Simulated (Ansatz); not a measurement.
# TaC35 (Graphite 2H): the cost of one run

Program: Ansatz 0.2.0. Level of theory: DFT, PBE, plane-wave PAW, default files, scalar-relativistic, as far as a step names no other. These are calculated values, not measurements.

The COD entry's cell or inner coordinates are ideal or old and differ from later refinements, so a difference from it is no clean test against experiment.

## Step 1: The starting structure

The structure is trigonal, space group P3m1 (No. 156). The conventional cell has a = 7.410 Å, b = 7.410 Å, c = 6.790 Å, α = 90.00°, β = 90.00°, γ = 120.00°. Ta (site symmetry 3m) is surrounded by 3 C at 1.43 Å. C (site symmetry 1) is surrounded by 3 C at 1.43 Å. C (site symmetry 3m) has 3 C at 1.43 Å as nearest neighbours. Only part of the 14 independent sites is listed.

Structure file:

```xyz
36
Lattice="7.4100 0.0000 0.0000 -3.7050 6.4172 0.0000 0.0000 0.0000 6.7900" Properties=species:S:1:pos:R:3 pbc="T T T"
Ta    0.0000    0.0000    0.0000
C    -1.2350    2.1391    0.0000
C    -2.4700    4.2782    0.0000
C     2.4700    0.0000    0.0000
C     1.2350    2.1391    0.0000
C     0.0000    4.2782    0.0000
C     4.9400    0.0000    0.0000
C     3.7050    2.1391    0.0000
C     2.4700    4.2782    0.0000
C     0.0000    0.0000    3.3950
C    -1.2350    2.1391    3.3950
C    -2.4700    4.2782    3.3950
C     2.4700    0.0000    3.3950
C     1.2350    2.1391    3.3950
C     0.0000    4.2782    3.3950
C     4.9400    0.0000    3.3950
C     3.7050    2.1391    3.3950
C     2.4700    4.2782    3.3950
C     0.0000    1.4261    0.0340
C    -1.2350    3.5651    0.0340
C    -2.4700    5.7042    0.0340
C     2.4700    1.4261    0.0340
C     1.2350    3.5651    0.0340
C     0.0000    5.7042    0.0340
C     4.9400    1.4261    0.0340
C     3.7050    3.5651    0.0340
C     2.4700    5.7042    0.0340
C     1.2350    0.7130    3.4289
C     0.0000    2.8521    3.4289
C    -1.2350    4.9912    3.4289
C     3.7050    0.7130    3.4289
C     2.4700    2.8521    3.4289
C     1.2350    4.9912    3.4289
C     6.1750    0.7130    3.4289
C     4.9400    2.8521    3.4289
C     3.7050    4.9912    3.4289
```

Atom 1 of the input is the impurity.

## Step 2: Gradients at the starting positions

input.yaml reads:

```yaml
crystal:
  lattice:
    - [7.41, 0.0, 0.0]
    - [-3.705, 6.4172482419, 0.0]
    - [0.0, 0.0, 6.79]
  atoms:
    - { symbol: Ta, position: [0.0, 0.0, 0.0] }
    - { symbol: C, position: [0.0, 0.3333333333, 0.0] }
    - { symbol: C, position: [0.0, 0.6666666667, 0.0] }
    - { symbol: C, position: [0.3333333333, 0.0, 0.0] }
    - { symbol: C, position: [0.3333333333, 0.3333333333, 0.0] }
    - { symbol: C, position: [0.3333333333, 0.6666666667, 0.0] }
    - { symbol: C, position: [0.6666666667, 0.0, 0.0] }
    - { symbol: C, position: [0.6666666667, 0.3333333333, 0.0] }
    - { symbol: C, position: [0.6666666667, 0.6666666667, 0.0] }
    - { symbol: C, position: [0.0, 0.0, 0.5] }
    - { symbol: C, position: [0.0, 0.3333333333, 0.5] }
    - { symbol: C, position: [0.0, 0.6666666667, 0.5] }
    - { symbol: C, position: [0.3333333333, 0.0, 0.5] }
    - { symbol: C, position: [0.3333333333, 0.3333333333, 0.5] }
    - { symbol: C, position: [0.3333333333, 0.6666666667, 0.5] }
    - { symbol: C, position: [0.6666666667, 0.0, 0.5] }
    - { symbol: C, position: [0.6666666667, 0.3333333333, 0.5] }
    - { symbol: C, position: [0.6666666667, 0.6666666667, 0.5] }
    - { symbol: C, position: [0.1111111111, 0.2222222222, 0.005] }
    - { symbol: C, position: [0.1111111111, 0.5555555556, 0.005] }
    - { symbol: C, position: [0.1111111111, 0.8888888889, 0.005] }
    - { symbol: C, position: [0.4444444444, 0.2222222222, 0.005] }
    - { symbol: C, position: [0.4444444444, 0.5555555556, 0.005] }
    - { symbol: C, position: [0.4444444444, 0.8888888889, 0.005] }
    - { symbol: C, position: [0.7777777778, 0.2222222222, 0.005] }
    - { symbol: C, position: [0.7777777778, 0.5555555556, 0.005] }
    - { symbol: C, position: [0.7777777778, 0.8888888889, 0.005] }
    - { symbol: C, position: [0.2222222222, 0.1111111111, 0.505] }
    - { symbol: C, position: [0.2222222222, 0.4444444444, 0.505] }
    - { symbol: C, position: [0.2222222222, 0.7777777778, 0.505] }
    - { symbol: C, position: [0.5555555556, 0.1111111111, 0.505] }
    - { symbol: C, position: [0.5555555556, 0.4444444444, 0.505] }
    - { symbol: C, position: [0.5555555556, 0.7777777778, 0.505] }
    - { symbol: C, position: [0.8888888889, 0.1111111111, 0.505] }
    - { symbol: C, position: [0.8888888889, 0.4444444444, 0.505] }
    - { symbol: C, position: [0.8888888889, 0.7777777778, 0.505] }
total_charge: 1
kpoints:
  mp_grid: { grid: [3, 3, 3] }
scf:
  occupations: { method: fermi_dirac, width: 0.01 }
hamiltonian:
  xc: pbe
  pseudopotentials: { kind: paw }
output:
  forces: true
  stress: true
  populations: true
  efg: { quadrupole_moments_barn: { Ta: 3.17 }, contact_densities: true }
```

The run is started by

```console
ansatz run input.yaml --threads 1 --pin off --max-ram 2560MiB --backend cpu --events-out ev --progress --plain --runs-dir out
```

Q: Estimate wall time and peak memory on 1 thread of Intel Xeon 6975P-C (Granite Rapids), shared host.

About 22 s, with a peak of 0.69 GiB.
